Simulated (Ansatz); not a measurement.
Input of an Ansatz 0.2.0 run:

input.yaml

```yaml
crystal:
  lattice:
    - [3.1832085602, 0.0, 0.0]
    - [-1.5916042801, 2.7567394786, 0.0]
    - [0.0, 0.0, 24.142138515]
  atoms:
    - { symbol: W, position: [0.6666666667, 0.3333333333, 0.36268246] }
    - { symbol: W, position: [0.3333333333, 0.6666666667, 0.63731754] }
    - { symbol: S, position: [0.6666666667, 0.3333333333, 0.70318389] }
    - { symbol: S, position: [0.3333333333, 0.6666666667, 0.42855817] }
    - { symbol: S, position: [0.6666666667, 0.3333333333, 0.57144183] }
    - { symbol: S, position: [0.3333333333, 0.6666666667, 0.29681611] }
hamiltonian:
  xc: pbe
  pseudopotentials: { kind: paw }
kpoints:
  mp_grid: { grid: [7, 7, 2] }
scf:
  occupations: { method: fermi_dirac, width: 0.05 }
output:
  forces: true
  stress: true
  eigenvalues: true
  write_density: true
  write_potential: true
  elf: true
  volumetric_format: npy
```

Potentials or basis: Ansatz PAW.

Launch:

```sh
$ ansatz run input.yaml --threads 2 --pin off --max-ram 5632MiB --backend cpu --events-out ev --progress --plain --runs-dir out
```

Estimate the largest force.

0.370 eV/Å.

Predict the band gap on the k mesh.

1.70 eV, indirect (least direct gap 2.41 eV).

Forces in eV/Å, atoms in the order of the input:
```
W    0.000  0.000 -0.010
W    0.000  0.000  0.010
S    0.000  0.000 -0.336
S    0.000  0.000 -0.370
S    0.000  0.000  0.370
S    0.000  0.000  0.336
```

Caveat: odd divisions of the mesh miss points on the zone boundary, where band edges often lie, so the gap on the mesh can be too wide; spin-orbit coupling is left out, which moves the levels of the heavy elements.
